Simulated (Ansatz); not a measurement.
## A vibration from a frozen displacement in Mo

Theory: DFT PBE, scalar-relativistic, plane waves, PAW in Ansatz. Settings: plane waves to 420 eV, k-mesh 12×12×12 (Γ-centred), Gaussian smearing 0.15 eV. No spin polarisation. Energies are free energies at this smearing, counted from the undisturbed cell; pressure is positive in compression.

The undisturbed cell (as given, not relaxed at this level; it stands at 4.8 GPa):

```xyz
8
Lattice="-3.1420 -3.1420 3.1420 -3.1420 3.1420 -3.1420 3.1420 -3.1420 -3.1420" Properties=species:S:1:pos:R:3 pbc="T T T"
Mo   -1.5710   -1.5710   -1.5710
Mo    0.0000    0.0000   -3.1420
Mo    0.0000   -3.1420    0.0000
Mo    1.5710   -1.5710   -1.5710
Mo   -3.1420    0.0000    0.0000
Mo   -1.5710    1.5710   -1.5710
Mo   -1.5710   -1.5710    1.5710
Mo    0.0000    0.0000    0.0000
```

Atom 1 (Mo) is moved by x along the Cartesian unit vector (1.000, 0.000, 0.000); the cell and all other atoms stay fixed. The cell's volume is 124.07 Å³; the moved atoms weigh 95.950 u together and the others 671.650 u. Some rows repeat others by symmetry and weren't run.

```csv
x (Å),ΔE (meV/cell),total force on the moved atoms along the move (eV/Å),pressure (GPa)
-0.2000,261.06,2.6519,5.9294
-0.1800,210.81,2.3730,5.7235
-0.1600,166.11,2.0981,5.5394
-0.1400,126.86,1.8271,5.3770
-0.1200,93.00,1.5596,5.2365
-0.1000,64.46,1.2949,5.1178
-0.0800,41.19,1.0327,5.0209
-0.0600,23.14,0.7726,4.9457
-0.0400,10.27,0.5141,4.8921
0.0000,0.00,0.0000,4.8493
0.0400,10.27,-0.5141,4.8921
0.0600,23.14,-0.7726,4.9457
0.0800,41.19,-1.0327,5.0209
0.1000,64.46,-1.2949,5.1178
0.1200,93.00,-1.5596,5.2365
0.1400,126.86,-1.8271,5.3770
0.1600,166.11,-2.0981,5.5394
0.1800,210.81,-2.3730,5.7235
0.2000,261.06,-2.6519,5.9294
```

Q: What frequency belongs to this motion?

A: The force constant is k = −dF/dx = 12.852 eV/Å², from the parabola through x = -0.0400, 0 and 0.0400. In every cell the moved atoms swing against the rest, so the mass is μ = m₁m₂/(m₁ + m₂) = 83.956 u, and ν̃ = 521.5 cm⁻¹ × √(|k|/μ) = 204 cm⁻¹, at this cell's pressure of 4.8 GPa. The pattern needn't be a normal mode: ν̃² is then a weighted mean of the squared nonzero frequencies at the zone centre of this cell, so it lies between the lowest and the highest of them.

Q: How far does the harmonic law reach?

A: At x = -0.200 Å, kx²/2 = 257.05 meV against the computed 261.06 meV (+1.6 %): the well is still close to harmonic there.

Q: The pressure changes with x². What does that say about the frequency under compression?

A: With E = k(V)x²/2, k ∝ V^(−2γ) and x scaling with the cell as V^(1/3), P − P0 = −∂E/∂V = (2γ − 2/3) ΔE/V. At x = 0.0600 Å, V(P − P0) = 124.07 × 0.09638 / 160.2 eV = 74.64 meV and ΔE = 23.14 meV, so γ = 1/3 + V(P − P0)/(2ΔE) = 1.95. This is the Grüneisen parameter of the motion under uniform scaling of the cell: shrinking the cell evenly by 1 % in volume raises the frequency by about 1.95 %.

In a metal these slopes depend on the k mesh and the smearing.